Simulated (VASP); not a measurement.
# ZnSe (Stilleite) (F-43m) in VASP: G0W0 quasiparticle levels with PBEsol

Aim: the G0W0 quasiparticle levels of ZnSe (Stilleite) with PBEsol.

All numbers are computed with VASP 6.6.1; they aren't measurements. Logs are shortened: lines on timing, memory, paths and dates and some standing lists are left out, and cuts for length are marked.

**Experimental background.**

From “Alloy Disordering Effects on the Thermal Conductivity and Energy Gap Temperature Dependence of Cd1−xZnxSe Ternary Crystals Grown by the Bridgman Method”, 2023, pmc:10253836, for a bulk crystal of ZnSe at 300 K: band gap 2.695 ± 0.003 eV (an exciton energy, a little under the gap).

The results are compared with them further down.

### Step 1. The structure

It takes space group F-43m (No. 216, cubic). Conventional cell: a = 5.668 Å, b = 5.668 Å, c = 5.668 Å, α = 90.00°, β = 90.00°, γ = 90.00°. Zn (site symmetry -43m) has 4 Se at 2.45 Å as nearest neighbours. Se (site symmetry -43m) is surrounded by 4 Zn at 2.45 Å.

### Step 2. G0W0 quasiparticle levels, PBEsol

POSCAR

```
ZnSe
1.0
    0.0000000000      2.8338000000      2.8338000000
    2.8338000000      0.0000000000      2.8338000000
    2.8338000000      2.8338000000      0.0000000000
Zn Se
1 1
Direct
    0.0000000000      0.0000000000      0.0000000000
    0.2500000000      0.2500000000      0.2500000000
```

INCAR.step1

```
SYSTEM = ZnSe
PREC = Accurate
ENCUT = 450
EDIFF = 1E-8
ISMEAR = 0
SIGMA = 0.01
LREAL = .False.
LASPH = .True.
NELM = 60
ALGO = Normal
LWAVE = .True.
LCHARG = .False.
GGA = PS
KPAR = 8
```

INCAR.step2

```
SYSTEM = ZnSe
PREC = Accurate
ENCUT = 450
EDIFF = 1E-8
ISMEAR = 0
SIGMA = 0.01
LREAL = .False.
LASPH = .True.
NELM = 1
ALGO = Exact
LWAVE = .True.
LCHARG = .False.
GGA = PS
NBANDS = 109
LOPTICS = .True.
ISTART = 1
KPAR = 8
```

INCAR.step3

```
SYSTEM = ZnSe
PREC = Accurate
ENCUT = 450
EDIFF = 1E-8
ISMEAR = 0
SIGMA = 0.01
LREAL = .False.
LASPH = .True.
ALGO = EVGW0
LWAVE = .False.
LCHARG = .False.
GGA = PS
NELMGW = 1
NBANDS = 109
ENCUTGW = 150
NOMEGA = 50
PRECFOCK = Fast
ISTART = 1
NBANDSGW = 17
KPAR = 8
```

KPOINTS

```
Automatic mesh
0
Gamma
  5 5 5
  0 0 0
```

Potentials or basis: VASP PAW PBE potentials, release 64 (Zn_GW, Se_GW).

Launch:

```sh
$ cat potpaw_PBE.64/Zn_GW/POTCAR potpaw_PBE.64/Se_GW/POTCAR > POTCAR
$ cp INCAR.step1 INCAR
$ mpirun -np 8 vasp_std > vasp.out
$ cp INCAR.step2 INCAR
$ mpirun -np 8 vasp_std > vasp.out
$ cp INCAR.step3 INCAR
$ mpirun -np 8 vasp_std > vasp.out
```

OUTCAR:

```text
SYSTEM = ZnSe
   PREC = Accurate
   ENCUT = 450
   EDIFF = 1E-8
   ISMEAR = 0
   LREAL = .False.
   LASPH = .True.
   GGA = PS
   NELMGW = 1
   ENCUTGW = 150
   PRECFOCK = Fast
   ISTART = 1

 ion  position               nearest neighbor table
   1  0.000  0.000  0.000-   2 2.45   2 2.45   2 2.45   2 2.45
   2  0.250  0.250  0.250-   1 2.45   1 2.45   1 2.45   1 2.45

  LATTYP: Found a face centered cubic cell.
 ALAT       =     5.6676000000

  Lattice vectors:

 A1 = (   0.0000000000,   2.8338000000,   2.8338000000)
 A2 = (   2.8338000000,   0.0000000000,   2.8338000000)
 A3 = (   2.8338000000,   2.8338000000,   0.0000000000)

Analysis of symmetry for initial positions (statically):
=====================================================================
 Subroutine PRICEL returns:
 Original cell was already a primitive cell.

 Routine SETGRP: Setting up the symmetry group for a
 face centered cubic supercell.

 Subroutine GETGRP returns: Found 24 space group operations
 (whereof 24 operations were pure point group operations)
 out of a pool of 48 trial point group operations.

The static configuration has the point symmetry T_d .

Analysis of symmetry for dynamics (positions and initial velocities):
=====================================================================
 Subroutine PRICEL returns:
 Original cell was already a primitive cell.

 Routine SETGRP: Setting up the symmetry group for a
 face centered cubic supercell.

 Subroutine GETGRP returns: Found 24 space group operations
 (whereof 24 operations were pure point group operations)
 out of a pool of 48 trial point group operations.

The dynamic configuration has the point symmetry T_d .

 Subroutine INISYM returns: Found 24 space group operations
 (whereof 24 operations are pure point group operations),
 and found     1 'primitive' translations

----------------------------------------------------------------------------------------

                                     Primitive cell

  volume of cell :      45.5132

[... 45 lines left out ...]
  0.000000  0.000000  0.000000      1.000000
  0.200000  0.000000  0.000000      8.000000
  0.400000  0.000000  0.000000      8.000000
  0.200000  0.200000  0.000000      6.000000
  0.400000  0.200000  0.000000     24.000000
 -0.400000  0.200000  0.000000     24.000000
 -0.200000  0.200000  0.000000     12.000000
  0.400000  0.400000  0.000000      6.000000
 -0.400000  0.400000  0.000000     12.000000
 -0.400000  0.400000  0.200000     24.000000
   k-points           NKPTS =     10   k-points in BZ     NKDIM =    125   number of bands    NBANDS=    109
   number of dos      NEDOS =    301   number of ions     NIONS =      2
   total plane-waves  NPLWV =  21952
   dimension x,y,z NGX =    28 NGY =   28 NGZ =   28
   dimension x,y,z NGXF=    56 NGYF=   56 NGZF=   56
   ions per type =               1   1
   NGX,Y,Z   is equivalent  to a cutoff of  11.62, 11.62, 11.62 a.u.
   NGXF,Y,Z  is equivalent  to a cutoff of  23.23, 23.23, 23.23 a.u.
 SYSTEM =  ZnSe
   PREC   = accura    normal or accurate (medium, high low for compatibility)
   ISTART =      1    job   : 0-new  1-cont  2-samecut
   ICHARG =      0    charge: 1-file 2-atom 10-const
   ISPIN  =      1    spin polarized calculation?
   LNONCOLLINEAR =      F non collinear calculations
   LSORBIT =      F    spin-orbit coupling
   LASPH  =      T    aspherical Exc in radial PAW
   ENCUT  =  450.0 eV  33.07 Ry    5.75 a.u.   6.93  6.93  6.93*2*pi/ulx,y,z
   NELM   =     60;   NELMIN=  2; NELMDL=  0     # of ELM steps
   EDIFF  = 0.1E-07   stopping-criterion for ELM
   LREAL  =      F    real-space projection
   EDIFFG = 0.1E-06   stopping-criterion for IOM
   NSW    =      0    number of steps for IOM
   IBRION =     -1    ionic relax: 0-MD 1-quasi-New 2-CG
   NFREE  =      0    steps in history (QN), initial steepest desc. (CG)
   ISIF   =      0    stress and relaxation
   ISYM   =      3    0-nonsym 1-usesym 2-fastsym
   POTIM  = 0.5000    time-step for ionic-motion
   TEBEG  =    0.0;   TEEND  =   0.0 temperature during run
   PSTRESS=    0.0 pullay stress
   NELECT =      18.0000    total number of electrons
   NUPDOWN=      -1.0000    fix difference up-down
   EMIN   =  10.00;   EMAX   =-10.00  energy-range for DOS
   EFERMI =   0.00;   METHOD = LEGACY
   ISMEAR =     0;   SIGMA  =   0.01  broadening in eV -4-tet -1-fermi 0-gaus
   EFERMI_NEDOS =   21; number of points for ismear=-14 and -15
   IALGO  =     38    algorithm
   IMIX   =      4    mixing-type and parameters
     AMIX     =   0.40;   BMIX     =  1.00
     AMIX_MAG =   1.60;   BMIX_MAG =  1.00
  volume/ion in A,a.u.               =      22.76       153.57
  Fermi-wavevector in a.u.,A,eV,Ry     =   1.201673  2.270834 19.647073  1.444019
  Thomas-Fermi vector in A             =   2.337476
   LORBIT       =      0    0 simple, 1 ext, 2 COOP (PROOUT), +10 PAW based schemes
   GGA     = PS    functional components
   LHFCALC =     T    Hartree Fock is set to
   PRECFOCK=fast      Normal, Fast or Accurate (Low or Medium for compatibility)
   ENCUT4O =  -1.0   cutoff for four orbital integrals eV
   NKREDX  =     1    reduce k-point grid by
   NKREDY  =     1    reduce k-point grid by
   NKREDZ  =     1    reduce k-point grid by
   AEXX    =    1.0000 exact exchange contribution
   HFSCREEN=    0.0000 screening length (either q_TF or 0.3 A-1)
   HFSCREENC=   0.0000 screening length for correlation (either q_TF or 0.3 A-1)
   ENCUTFOCK=  -1.0 apply spherical cutoff to Coloumb kernel
   IVDW    =     0    specifies the selected vdW correction
   LEPSILON=     F    determine dielectric tensor
   LRPA    =     F    only Hartree local field effects (RPA)
   LRPAFORCE           =     F    calculate RPA forces
   ENCUTGW             = 150.0    cutoff for response function in eV
   ENCUTGWSOFT         = 120.0    soft cutoff for Coulomb kernel in GW response function in eV
   ENCUTLF             =  -1.0    cutoff for local field effects
   NELMGW              =     1    number of iterations in solving QP/BSE equation
   NELMHF              =     1    number of iterations in the inner HF iteration
   NKREDLFX            =     1    NKREDLFY  =   1   NKREDLFZ  =   1
 non-spin polarized calculation
 Gauss-broadening in eV      SIGMA  =   0.01
  energy-cutoff  :      450.00
  volume of cell :       45.51
 maximum number of plane-waves:       990
  NGX = 16; NGY = 16; NGZ = 16
   NGX = 13   NGY = 13   NGZ = 13
 maximum number of plane-waves:       196

 QP shifts <psi_nk| G(iteration)W_0 |psi_nk>: iteration 1
 for sc-GW calculations column KS-energies equals QP-energies in previous step
 and V_xc(KS)=  KS-energies - (<T + V_ion + V_H > + <T+V_H+V_ion>^1  + <V_x>^1)

 k-point   1 :       0.0000    0.0000    0.0000
  band No.  KS-energies  QP-energies   sigma(KS)   V_xc(KS)     V^pw_x(r,r')   Z            occupation Imag(sigma)

      1     -10.7541     -11.1487     -13.0092     -12.3953     -19.8220       0.6428       2.0000       1.1015
      2      -4.0256      -5.5422     -21.9426     -19.6670     -30.7742       0.6664       2.0000       0.2379
      3      -4.0256      -5.5422     -21.9426     -19.6670     -30.7742       0.6664       2.0000       0.2379
      4      -4.0256      -5.5422     -21.9426     -19.6670     -30.7742       0.6664       2.0000       0.2379
      5      -3.6543      -5.2629     -22.8726     -20.4793     -31.9840       0.6721       2.0000       0.2158
      6      -3.6543      -5.2629     -22.8726     -20.4793     -31.9840       0.6721       2.0000       0.2158
[... 185 lines left out ...]
      3      -3.8534      -5.4026     -22.2874     -19.9790     -31.2280       0.6711       2.0000       0.2342
      4      -3.7278      -5.2923     -22.4553     -20.1252     -31.4253       0.6715       2.0000       0.2279
      5      -3.6463      -5.2445     -22.8399     -20.4603     -31.9527       0.6716       2.0000       0.2184
      6      -3.4602      -4.9986     -22.3977     -20.1169     -31.2429       0.6745       2.0000       0.2298
[... 9 lines left out ...]
     16      17.5335      17.9883     -10.1310     -10.7364      -3.9498       0.7513       0.0000      -0.7566
     17      17.8628      18.1825      -8.9895      -9.4110      -3.1324       0.7585       0.0000      -0.6343
```

OUTCAR.step1:

```text
SYSTEM = ZnSe
   PREC = Accurate
   ENCUT = 450
   EDIFF = 1E-8
   ISMEAR = 0
   LREAL = .False.
   LASPH = .True.
[... 364 lines left out ...]
      0.00000      0.00000      0.00000         0.000000     -0.000000     -0.000000
      1.41690      1.41690      1.41690        -0.000000      0.000000      0.000000
 -----------------------------------------------------------------------------------
    total drift:                                0.000000      0.000000      0.000001

  FREE ENERGIE OF THE ION-ELECTRON SYSTEM (eV)
  ---------------------------------------------------
  free  energy   TOTEN  =        -6.7578270061 eV

  energy  without entropy=       -6.7578270061  energy(sigma->0) =       -6.75782701
```

OUTCAR.step2:

```text
SYSTEM = ZnSe
   PREC = Accurate
   ENCUT = 450
   EDIFF = 1E-8
[... 780 lines left out ...]
  --------------------------------------------------------------------------------------------------------------
     0.00000    12.38865    12.38865    12.38865     0.00000     0.00000     0.00000
     1.25911    -2.23135    -2.23135    -2.23135     0.00000     0.00000     0.00000
     2.51821    14.13675    14.13675    14.13675     0.00000     0.00000     0.00000
     3.77732     5.03251     5.03251     5.03251     0.00000     0.00000    -0.00000
     5.03643    14.84901    14.84901    14.84901     0.00000     0.00000    -0.00000
     6.29553     1.93169     1.93169     1.93169     0.00000    -0.00000     0.00000
[... 92 lines left out ...]
   123.39242     0.97030     0.97030     0.97030    -0.00000    -0.00000    -0.00000
   124.65153     0.97101     0.97101     0.97101    -0.00000    -0.00000    -0.00000
```

Wall time 78 s (8 MPI ranks of Intel Xeon Platinum 8488C (Sapphire Rapids), shared host); peak memory 0.45 GiB.

What came out:

- Band gap on the k mesh, mean-field level: 1.16 eV, direct
- Quasiparticle gap: 2.38 eV
- Least direct quasiparticle gap: 2.38 eV

Caveat: bands, screening cutoff and mesh are small and nothing is extrapolated, so the quasiparticle values aren't converged.

### Step 3. How close it comes

Step 2. Measured gap of ZnSe: 2.695 eV (an exciton energy, a little under the gap; 300 K; “Alloy Disordering Effects on the Thermal Conductivity and Energy Gap Temperature Dependence of Cd1−xZnxSe Ternary Crystals Grown by the Bridgman Method”, 2023, pmc:10253836). This calculation gives 2.38 eV (-0.31 eV). Spin-orbit coupling on Se is left out. The value is that of G0W0 on PBEsol, without temperature or zero-point motion.
